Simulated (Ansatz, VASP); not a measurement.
One calculation of ZnSe, two programs

```
Zn Se
1.0
     0.00000    2.89048    2.83380
     2.89048    0.00000    2.83380
     2.89048    2.89048    0.00000
Zn Se
1 1
Cartesian
  0.0000 0.0000 0.0000
  4.3357 4.3357 4.2507
```

Change from the starting cell: equal xx and yy strain of +2 %.

Alike in both runs: task single point; functional PBE; k mesh 8 × 8 × 8; occupations fermi-dirac, width 0.03 eV; no spin polarisation.

|  | VASP | Ansatz |
| --- | --- | --- |
| version | VASP 6.6.1 | Ansatz 0.2.0 |
| potentials or method | VASP PAW PBE potentials, release 64 (Zn, Se), cutoff 520 eV | all-electron LAPW, scalar-relativistic |

|  | VASP | Ansatz | Ansatz less VASP |
| --- | --- | --- | --- |
| pressure (GPa) | -0.1 | -0.3 | -0.19 |
| largest component of the traceless stress (GPa) | 0.44 | 0.44 | +0.002 |

Ansatz ran all-electron here, so the differences hold the error of VASP's frozen core and of both bases.
